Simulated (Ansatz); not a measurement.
The system is SnO.

```xyz
4
Lattice="3.3550 0.0000 0.0000 0.0000 5.6741 0.0000 0.0000 0.0000 4.2220" Properties=species:S:1:pos:R:3 pbc="T T T"
Sn    1.6775    4.3582    0.0555
Sn    0.0000    1.3159    2.1665
O     1.6775    0.6171    1.0000
O     0.0000    5.0570    3.1110
```

The cell comes from a database or a generator and needn't be the stable form of this composition.

Base run:

| Quantity | Value |
| --- | --- |
| Program | Ansatz 0.2.0 |
| Functional | LDA |
| Potentials or basis | Ansatz PAW |
| Cutoff | 420 eV |
| Density cutoff | 1680 eV |
| k mesh | 8 × 5 × 6 |
| Occupations | fermi-dirac, width 0.05 eV |
| Spin | no spin polarisation |

Its results: band gap on the k mesh 1.47 eV, indirect (least direct gap 2.07 eV); pressure -5.5 GPa; largest force 0.743 eV/Å.

Task: The run is repeated on the same cell with these changes: functional from LDA to PBEsol; spin from no spin polarisation to spin-orbit coupling, no magnetisation; potential files from those of the base run to others of the same set. What comes out?

Result: Band gap on the k mesh 1.37 eV, indirect (least direct gap 1.94 eV); pressure -3.1 GPa; largest force 0.431 eV/Å.

Several settings changed at once, so the effect can't be laid on one alone.

Caveats: the k mesh misses the band edges, so the gap on the mesh is wider than the one along the path; the PAW data sets come from PBE, with cores solved anew for the run's functional, which leaves a small shift of forces and pressure; spin-orbit coupling is left out, which moves the levels of the heavy elements (some runs).

Not every run made on this cell is shown here.
